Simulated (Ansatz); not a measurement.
Runs of Ansatz 0.2.0 on CuO. It takes space group P6_3mc (No. 186, hexagonal). The conventional cell has a = 3.288 Å, b = 3.288 Å, c = 5.385 Å, α = 90.00°, β = 90.00°, γ = 120.00°. Cu (site symmetry 3m) is surrounded by 4 O at 2.01 to 2.02 Å. Around O (site symmetry 3m) lie 4 Cu at 2.01 to 2.02 Å. Measurements of this composition are mostly on another form, of space group No. 15.

| task | level | U | cell | k mesh | cutoff (eV) | points for each segment of the path | hubbard projectors | double counting | mesh quality | gap on the mesh (eV) | pressure (GPa) | relaxed volume (Å³/atom) | largest force (eV/Å) |
| --- | --- | --- | --- | --- | --- | --- | --- | --- | --- | --- | --- | --- | --- |
| relaxation of cell and atoms | LDA | - | relaxed | 9 × 9 × 5 | 420 | - | - | - | not flagged | none | 0.0 | 10.53 | - |
| phonons | LDA | - | as given | 8 × 8 × 4 | 420 | - | - | - | not flagged | none | - | - | - |
| relaxation of cell and atoms | BLYP+D3(BJ) | - | relaxed | 9 × 9 × 5 | 420 | - | - | - | not flagged | none | 0.0 | 11.34 | - |
| single point | PBE | - | as given | 9 × 9 × 5 | 300 | - | - | - | not flagged | none | (c) | - | 0.05 |
| band structure | RPBE | - | as given | 9 × 9 × 5 | 420 | 14 | - | - | not flagged | none | -4.7 | - | 0.08 |
| single point | PBE | - | as given | 3 × 3 × 2 | 420 | - | - | - | coarse | none | -9.3 | - | 0.08 |
| band structure | PBE+U | Cu d U = 5.3 eV | as given | 9 × 9 × 5 | 420 | 14 | ortho-atomic (the default) | fll (the default) | not flagged | none | (b) | - | 0.07 |
| band structure | PBEsol | - | as given | 9 × 9 × 5 | 420 | 14 | - | - | not flagged | none | (a) | - | 0.07 |

Alike in all rows: potentials or basis Ansatz PAW; no spin polarisation; smearing fermi-dirac 0.05 eV.

Fill in the values left out.

(a) -15.1; (b) -6.2; (c) -9.0.

Caveats: some runs use coarse meshes; the run has no spin polarisation, though such a crystal can be magnetic; semilocal functionals often make such compounds metallic where correlation or magnetic order opens a gap, which also shifts bond lengths (some runs); the PAW data sets come from PBE, with cores solved anew for the run's functional, which leaves a small shift of forces and pressure (some runs); the plane-wave basis is chosen anew once the cell has moved, so the energies of steps on either side of that aren't comparable (some runs); the volume moved by over 15 % at a fixed basis, so the end points are rough (some runs); pairwise dispersion overbinds metals, which lowers pressure and volume (some runs); the pressure holds a Pulay correction of +34.8 GPa for the finite cutoff (some runs).

A gap of «none» marks a metal or a gap under the smearing width.
